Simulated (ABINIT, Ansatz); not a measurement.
# F (C2/c): changed settings of a GW run in ABINIT

Aim: change inputs of a GW run on F (C2/c) and see what moves.

Calculated with ABINIT 10.8.3; LDA and many-body steps on it, plane waves.

### Step 1. Starting point

Symmetry: C2/c, No. 15, monoclinic system. The conventional cell has a = 5.113 Å, b = 3.168 Å, c = 6.622 Å, α = 90.00°, β = 94.87°, γ = 90.00°. Nearest to F lie 1 F at 1.41 Å.

The cell and positions are those that the Materials Project relaxed with its own functionals (PBE, PBE+U or r2SCAN), kept fixed.

### Step 2. Screening, 4×4×2 mesh, 49 bands, screening to 114.3 eV

This step: ABINIT 10.8.3; RPA screening on LDA, plane waves, norm-conserving pseudopotentials.

The RPA dielectric matrix is built and inverted for each q.

Contents of run.abi:

```
acell 3*1.0 Angstrom
rprim 
  2.556322424600 -1.584027248600 -0.000000000000
  2.556322424600 1.584027248600 -0.000000000000
  -0.562110604000 -0.000000000000 6.597708898900
ntypat 1
znucl 9
natom 4
typat 1 1 1 1
xred 
  0.595832880000 0.915335970000 0.597955500000
  0.084664030000 0.404167120000 0.902044500000
  0.404167120000 0.084664030000 0.402044500000
  0.915335970000 0.595832880000 0.097955500000
pp_dirpath "pseudos"
pseudos "F.upf"
ecut 36
ngkpt 4 4 2
nshiftk 1
shiftk 0 0 0
kptopt 1
chksymbreak 0
istwfk *1
occopt 1
irdwfk 1
optdriver 3
nband 49
ecuteps 4.2
inclvkb 2
awtr 1
symchi 1
indata_prefix "in"
outdata_prefix "out"
tmpdata_prefix "tmp"
```

Started as:

```bash
$ OMP_NUM_THREADS=1 mpirun -n 4 abinit run.abi > log
```

What it wrote:

```text
.Version 10.8.3 of ABINIT. v10.8.2 released Aug 2026.

 Symmetries : space group C2/c (# 15); Bravais mC (1-face-center monocl.)
[... echo of the input left out ...]
== DATASET  1 ==================================================================
-   mpi_nproc: 4, omp_nthreads: 1 (-1 if OMP is not activated)

--- !DatasetInfo
iteration_state: {dtset: 1, }
dimensions: {natom: 4, nkpt: 14, mband: 49, nsppol: 1, nspinor: 1, nspden: 1, mpw: 3742, }
cutoff_energies: {ecut:  36.0, pawecutdg:  -1.0, }
electrons: {nelect:   2.80000000E+01, charge:   0.00000000E+00, occopt:   1.00000000E+00, tsmear:   1.00000000E-02, }

 SCREENING: Calculation of the susceptibility and dielectric matrices

 Based on a program developped by R.W. Godby, V. Olevano, G. Onida, and L. Reining.
 Incorporated in ABINIT by V. Olevano, G.-M. Rignanese, and M. Torrent.
.Using double precision arithmetic ; gwpc =  8

[... cell and pseudopotentials left out ...]
--------------------------------------------------------------------------------

 ==== K-mesh for the wavefunctions ====
 Number of points in the irreducible wedge :    14
[... list of points left out ...]
 Together with  4 symmetry operations and time-reversal symmetry
 yields    32 points in the full Brillouin Zone.

 ==== Q-mesh for the screening function ====
 Number of points in the irreducible wedge :    14
[... list of points left out ...]
 Together with  4 symmetry operations and time-reversal symmetry
 yields    32 points in the full Brillouin Zone.

 setmesh: FFT mesh size selected  =    24x   24x   48
          total number of points  =        27648

 vcoul_init : cutoff-mode = AUXILIARY_FUNCTION
 q-points for optical limit:   1
     1)      0.000010    0.000020    0.000030

- screening: taking advantage of time-reversal symmetry
- Maximum band index for partially occupied states nbvw = 14
- Remaining bands to be divided among processors   nbcw = 35
- Number of bands treated by each node ~8

 Number of electrons calculated from density =   28.0000; Expected =   28.0000
 average of density, n =  0.077653
 r_s =    1.4541
 omega_plasma =   26.8804 [eV]

 calculating chi0 at frequencies [eV] :
  1    0.000000E+00    0.000000E+00
  2    0.000000E+00    2.688039E+01

--------------------------------------------------------------------------------
  q-point number  1        q = ( 0.000000, 0.000000, 0.000000) [r.l.u.]
--------------------------------------------------------------------------------
[... chi0 elements left out ...]
 For q-point:  0.000010 0.000020 0.000030
  dielectric constant =   2.0594
  dielectric constant without local fields =   2.3471

  Average fulfillment of the sum rule on Im[epsilon] for q-point    1 :     36.56  [%]
[... wings left out ...]
  q-point number  2        q = ( 0.250000, 0.000000, 0.000000) [r.l.u.]
--------------------------------------------------------------------------------
[... chi0 elements left out ...]
  Average fulfillment of the sum rule on Im[epsilon] for q-point    2 :     40.13  [%]

 [... 12 further q-points ...]
```

Wall time 38 s (4 MPI ranks of Arm Neoverse N1, shared host); peak memory 0.92 GiB.

This step gave:

| Property | Result |
| --- | --- |
| ε∞ with local fields, on this mesh, along the program's q direction | 2.059 |
| the same without local fields | 2.347 |
| plasma frequency | 26.88 eV |
| plane waves in the screening matrix | 155 |

Local fields lower ε∞ by 12 %. On a Γ-centred mesh this coarse the value itself is usually too large, while a short band sum pulls it down.

### Step 3. Base

The self-energy is evaluated for the states that the input lists, and the levels follow from it, in one-shot runs by the linearised quasiparticle equation.

This step: G0W0 on LDA, plane waves, norm-conserving pseudopotentials.

run.abi, as its differences from that of step 2:

```diff
@@ -25,8 +25,15 @@
 irdwfk 1
-optdriver 3
+optdriver 4
 nband 49
+gwcalctyp 0
+ecutsigx 36
+symsigma 1
+nkptgw 1
+kptgw 
+  0.0000000000 0.0000000000 0.0000000000
+bdgw 
+  13 16
 ecuteps 4.2
-inclvkb 2
-awtr 1
-symchi 1
+irdscr 1
+ppmodel 1
 indata_prefix "in"
```

What it wrote:

```text
.Version 10.8.3 of ABINIT. v10.8.2 released Aug 2026.

 Symmetries : space group C2/c (# 15); Bravais mC (1-face-center monocl.)
[... echo of the input left out ...]
== DATASET  1 ==================================================================
-   mpi_nproc: 4, omp_nthreads: 1 (-1 if OMP is not activated)

--- !DatasetInfo
iteration_state: {dtset: 1, }
dimensions: {natom: 4, nkpt: 14, mband: 49, nsppol: 1, nspinor: 1, nspden: 1, mpw: 3742, }
cutoff_energies: {ecut:  36.0, pawecutdg:  -1.0, }
electrons: {nelect:   2.80000000E+01, charge:   0.00000000E+00, occopt:   1.00000000E+00, tsmear:   1.00000000E-02, }

 SIGMA: Calculation of the GW corrections

 Based on a program developped by R.W. Godby, V. Olevano, G. Onida, and L. Reining.
 Incorporated in ABINIT by V. Olevano, G.-M. Rignanese, and M. Torrent.
.Using double precision arithmetic ; gwpc =  8

[... cell and pseudopotentials left out ...]
--------------------------------------------------------------------------------

 ==== K-mesh for the wavefunctions ====
 Number of points in the irreducible wedge :    14
[... list of points left out ...]
 Together with  4 symmetry operations and time-reversal symmetry
 yields    32 points in the full Brillouin Zone.

 ==== Q-mesh for screening function ====
 Number of points in the irreducible wedge :    14
[... list of points left out ...]
 Together with  4 symmetry operations and time-reversal symmetry
 yields    32 points in the full Brillouin Zone.

 vcoul_init : cutoff-mode = AUXILIARY_FUNCTION
 q-points for optical limit:   1
     1)      0.000010    0.000020    0.000030
 setmesh: FFT mesh size selected  =    32x   32x   72
          total number of points  =        73728

 Number of electrons calculated from density =   28.0000; Expected =   28.0000
 average of density, n =  0.077653
 r_s =    1.4541
 omega_plasma =   26.8804 [eV]

 === KS Band Gaps ===
  >>>> For spin  1
   Minimum direct gap =   2.3481 [eV], located at k-point      :   0.0000  0.0000  0.0000
   Fundamental gap    =   2.3481 [eV], Top of valence bands at :   0.0000  0.0000  0.0000
                                       Bottom of conduction at :   0.0000  0.0000  0.0000
 SIGMA fundamental parameters:
 PLASMON POLE MODEL  1
 number of plane-waves for SigmaX                 3701
 number of plane-waves for SigmaC and W            155
 number of plane-waves for wavefunctions          3701
 number of bands                                    49
 number of independent spin polarizations            1
 number of spinorial components                      1
 number of k-points in IBZ                          14
 number of q-points in IBZ                          14
 number of symmetry operations                       4
 number of k-points in BZ                           32
 number of q-points in BZ                           32
 number of frequencies for dSigma/dE                 9
 frequency step for dSigma/dE [eV]                0.25
 number of omega for Sigma on real axis              0
 max omega for Sigma on real axis  [eV]           0.00
 zcut for avoiding poles [eV]                     0.10

 EPSILON^-1 parameters (SCR file):
 dimension of the eps^-1 matrix on file            155
 dimension of the eps^-1 matrix used               155
 number of plane-waves for wavefunctions          3701
 number of bands                                    49
 number of q-points in IBZ                          14
 number of frequencies                               2
 number of real frequencies                          1
 number of imag frequencies                          1

 matrix elements of self-energy operator (all in [eV])

 Perturbative Calculation

--- !SelfEnergy_ee
iteration_state: {dtset: 1, }
kpoint     : [   0.000,    0.000,    0.000, ]
spin       : 1
KS_gap     :    2.348
QP_gap     :    8.274
Delta_QP_KS:    5.926
data: !SigmaeeData |
     Band     E0 <VxcDFT>   SigX SigC(E0)      Z dSigC/dE  Sig(E)    E-E0       E
       13  -4.139 -23.575 -32.236   5.727   0.794  -0.260 -25.904  -2.329  -6.468
       14  -4.080 -23.618 -32.282   5.725   0.794  -0.259 -25.953  -2.334  -6.415
       15  -1.732 -22.265 -15.379  -2.430   0.806  -0.241 -18.673   3.591   1.859
       16  -0.609 -24.172 -16.310  -2.840   0.788  -0.269 -20.214   3.958   3.349

== END DATASET(S) ==============================================================
================================================================================

 -outvars: echo values of variables after computation  --------
           etotal      0.0000000000E+00
            nband          49
             nkpt          14
          spgroup          15
 [... the other variables as echoed above ...]

 Calculation completed.
```

Wall time 4.3 s (4 MPI ranks); peak memory 0.61 GiB.

Numbers from this step:

* G0W0 gap on the points computed: 8.274 eV
* starting gap on the mesh: 2.348 eV
* k of the valence top: 0, 0, 0
* k of the conduction bottom: 0, 0, 0
* Z at the valence top: 0.794
* Z at the conduction bottom: 0.806
* least direct G0W0 gap on the computed points: 8.274 eV

The gap on the mesh goes from 2.35 eV to 8.27 eV, a correction of +5.93 eV.

### Step 4. Fewer bands in the self-energy

run.abi, as its differences from that of step 3:

```diff
@@ -26,3 +26,3 @@
 optdriver 4
-nband 49
+nband 24
 gwcalctyp 0
```

What it wrote:

```text
.Version 10.8.3 of ABINIT. v10.8.2 released Aug 2026.

 Symmetries : space group C2/c (# 15); Bravais mC (1-face-center monocl.)
[... echo of the input left out ...]
== DATASET  1 ==================================================================
-   mpi_nproc: 4, omp_nthreads: 1 (-1 if OMP is not activated)

--- !DatasetInfo
iteration_state: {dtset: 1, }
dimensions: {natom: 4, nkpt: 14, mband: 24, nsppol: 1, nspinor: 1, nspden: 1, mpw: 3742, }
cutoff_energies: {ecut:  36.0, pawecutdg:  -1.0, }
electrons: {nelect:   2.80000000E+01, charge:   0.00000000E+00, occopt:   1.00000000E+00, tsmear:   1.00000000E-02, }

 SIGMA: Calculation of the GW corrections

 Based on a program developped by R.W. Godby, V. Olevano, G. Onida, and L. Reining.
 Incorporated in ABINIT by V. Olevano, G.-M. Rignanese, and M. Torrent.
.Using double precision arithmetic ; gwpc =  8

[... cell and pseudopotentials left out ...]
--------------------------------------------------------------------------------

 ==== K-mesh for the wavefunctions ====
 Number of points in the irreducible wedge :    14
[... list of points left out ...]
 Together with  4 symmetry operations and time-reversal symmetry
 yields    32 points in the full Brillouin Zone.

 ==== Q-mesh for screening function ====
 Number of points in the irreducible wedge :    14
[... list of points left out ...]
 Together with  4 symmetry operations and time-reversal symmetry
 yields    32 points in the full Brillouin Zone.

 vcoul_init : cutoff-mode = AUXILIARY_FUNCTION
 q-points for optical limit:   1
     1)      0.000010    0.000020    0.000030
 setmesh: FFT mesh size selected  =    32x   32x   72
          total number of points  =        73728

 Number of electrons calculated from density =   28.0000; Expected =   28.0000
[...]
number of k-points in IBZ                          14
 number of q-points in IBZ                          14
 number of symmetry operations                       4
 number of k-points in BZ                           32
 number of q-points in BZ                           32
 number of frequencies for dSigma/dE                 9
 frequency step for dSigma/dE [eV]                0.25
 number of omega for Sigma on real axis              0
 max omega for Sigma on real axis  [eV]           0.00
 zcut for avoiding poles [eV]                     0.10

 EPSILON^-1 parameters (SCR file):
 dimension of the eps^-1 matrix on file            155
 dimension of the eps^-1 matrix used               155
 number of plane-waves for wavefunctions          3701
 number of bands                                    49
 number of q-points in IBZ                          14
 number of frequencies                               2
 number of real frequencies                          1
 number of imag frequencies                          1

 matrix elements of self-energy operator (all in [eV])

 Perturbative Calculation

--- !SelfEnergy_ee
iteration_state: {dtset: 1, }
kpoint     : [   0.000,    0.000,    0.000, ]
spin       : 1
KS_gap     :    2.348
QP_gap     :    8.203
Delta_QP_KS:    5.855
data: !SigmaeeData |
     Band     E0 <VxcDFT>   SigX SigC(E0)      Z dSigC/dE  Sig(E)    E-E0       E
       13  -4.139 -23.575 -32.236   6.045   0.797  -0.255 -25.660  -2.085  -6.224
       14  -4.080 -23.618 -32.282   6.042   0.797  -0.254 -25.709  -2.091  -6.171
       15  -1.732 -22.265 -15.379  -2.229   0.808  -0.237 -18.501   3.764   2.031
       16  -0.609 -24.172 -16.310  -2.638   0.790  -0.266 -20.044   4.128   3.519

== END DATASET(S) ==============================================================
================================================================================

 -outvars: echo values of variables after computation  --------
           etotal      0.0000000000E+00
            nband          24
             nkpt          14
          spgroup          15
 [... the other variables as echoed above ...]

 Calculation completed.
```

Run time: 3.7 s. Hardware: 4 MPI ranks; peak memory 0.58 GiB; 14 s of CPU time.

Numbers from this step:

```
G0W0 gap on the points computed              : 8.202 eV
starting gap on the mesh                     : 2.348 eV
k of the valence top                         : 0, 0, 0
k of the conduction bottom                   : 0, 0, 0
Z at the valence top                         : 0.797
Z at the conduction bottom                   : 0.808
least direct G0W0 gap on the computed points : 8.202 eV
```

### Step 5. A keyword of another program

run.abi, as its differences from that of step 4:

```diff
@@ -26,3 +26,3 @@
 optdriver 4
-nband 24
+nband 49
 gwcalctyp 0
@@ -38,2 +38,3 @@
 ppmodel 1
+nomega 100
 indata_prefix "in"
```

What it wrote:

```text
.Version 10.8.3 of ABINIT. v10.8.2 released Aug 2026.

 Symmetries : space group C2/c (# 15); Bravais mC (1-face-center monocl.)
================================================================================
 Values of the parameters that define the memory need of the present run
     intxc =       0    ionmov =       0      iscf =       7    lmnmax =       5
     lnmax =       5     mgfft =      72  mpssoang =       3    mqgrid =    3368
     natom =       4  nloc_mem =       1    nspden =       1   nspinor =       1
    nsppol =       1      nsym =       4    n1xccc =    2501    ntypat =       1
    occopt =       1   xclevel =       1
-    mband =          49        mffmem =           1         mkmem =           4
       mpw =        3742          nfft =       73728          nkpt =          14
================================================================================
  Rough estimation (10% accuracy) of disk space for files :
================================================================================

--------------------------------------------------------------------------------
------------- Echo of variables that govern the present computation ------------
--------------------------------------------------------------------------------
 -outvars: echo values of preprocessed input variables --------
            acell      1.8897261259E+00  1.8897261259E+00  1.8897261259E+00 Bohr

             bdgw          13      16
      chksymbreak           0
             ecut      3.60000000E+01 Hartree
          ecuteps      4.20000000E+00 Hartree
         ecutsigx      3.60000000E+01 Hartree
          ecutwfn      3.60000000E+01 Hartree
-          fftalg         312
           irdscr           1
           irdwfk           1

              ixc       -1012
[...]
ntypat           1
              occ      2.000000  2.000000  2.000000  2.000000  2.000000  2.000000
                       2.000000  2.000000  2.000000  2.000000  2.000000  2.000000
                       2.000000  2.000000  0.000000  0.000000  0.000000  0.000000
                       0.000000  0.000000  0.000000  0.000000  0.000000  0.000000
                       0.000000  0.000000  0.000000  0.000000  0.000000  0.000000
                       0.000000  0.000000  0.000000  0.000000  0.000000  0.000000
                       0.000000  0.000000  0.000000  0.000000  0.000000  0.000000
                       0.000000  0.000000  0.000000  0.000000  0.000000  0.000000
                       0.000000
        optdriver           4
            rprim      2.5563224246E+00 -1.5840272486E+00 -0.0000000000E+00
[...]
spgroup          15

             xred      5.9583288000E-01  9.1533597000E-01  5.9795550000E-01
[...]
4.0416712000E-01  8.4664030000E-02  4.0204450000E-01
                       9.1533597000E-01  5.9583288000E-01  9.7955500000E-02
            znucl        9.00000

================================================================================

 chkinp: Checking input parameters for consistency.

--- !ERROR
message: |
    Found token: `NOMEGA` in the input file.
    This name is not one of the registered input variable names (see
    Action: check your input file. Perhaps you mistyped the input variable,
    or specified "img", although this was not permitted for this input variable.

--- !ERROR
message: |
    Found token: `NOMEGA` in the input file.
    This name is not one of the registered input variable names (see
    Action: check your input file. Perhaps you mistyped the input variable,
    or specified "img", although this was not permitted for this input variable.

--- from the log ---
Found token: `NOMEGA` in the input file.
    This name is not one of the registered input variable names (see
    Action: check your input file. Perhaps you mistyped the input variable,
    or specified "img", although this was not permitted for this input variable.
```

The job ended after 0.71 s (4 MPI ranks; peak memory 0.05 GiB).

The run stopped with an error after 0.71 s.

The program's words: Found token: `NOMEGA` in the input file. This name is not one of the registered input variable names (see Action: check your input file. Perhaps you mistyped the input variable, or specified "img", although this was not permitted for this input variable.

The fault put into this input: a keyword of another program.

### Step 6. Side by side

Times are wall times on 4 MPI ranks of Arm Neoverse N1, shared host, good to a factor of about two. A run's time includes the screening step that it read.

```tsv
run	mesh	bands	screening cutoff (eV)	DFT gap (eV)	gap on the mesh (eV)	direct (eV)	ε∞ used	time
base	4×4×2	49	114.3	2.348	8.274	8.274	2.06	43 s
fewer bands in the self-energy	4×4×2	24	114.3	2.348	8.202	8.202	2.06	42 s
```

### Step 7. Summary of results

| Property | Result |
| --- | --- |
| base | 8.274 eV |
| fewer bands in the self-energy | 8.202 eV |
| known limits | not at the basis limit; coarse k mesh |

What this shows: Fewer bands in the self-energy: −0.072 eV against base (keys changed: nband). Bands and cutoff are finite, so the gap is not at the basis limit. The miss can reach some tenths of an eV and take either sign; the mesh is an error of its own. In the G0W0 runs levels were corrected at 1 k point alone, so a gap called «on the mesh» is the least over those, and an edge elsewhere would be missed. The 4×4×2 mesh is coarse for this cell, which bears on the long-range parts of exchange and screening.

[Paths, hosts, dates, memory and timing lines, banners, echoed tables and standing remarks are left out of the program output.]

[Logs are printed without paths, hosts, clocks, repeated set-up lines and the standing remarks that a program may print on its own settings, such as how far it seeks lower states.]

[Runs of the session that timed out or met a known fault of the program may be left out.]

[Hosts, paths, dates, database ids (printed as entryN), source tags and the programs' standing remarks are cut or masked in the printed files.]

[G0W0 gaps are taken among the corrected bands and points alone; a level outside them can change the order at an edge.]

[Where Ansatz stands beside ABINIT at settings called matched, ABINIT's density can come from a denser mesh and the files from another edition; pairs whose starting gaps differed by over 0.03 eV were left out, so agreement reads better than it is.]
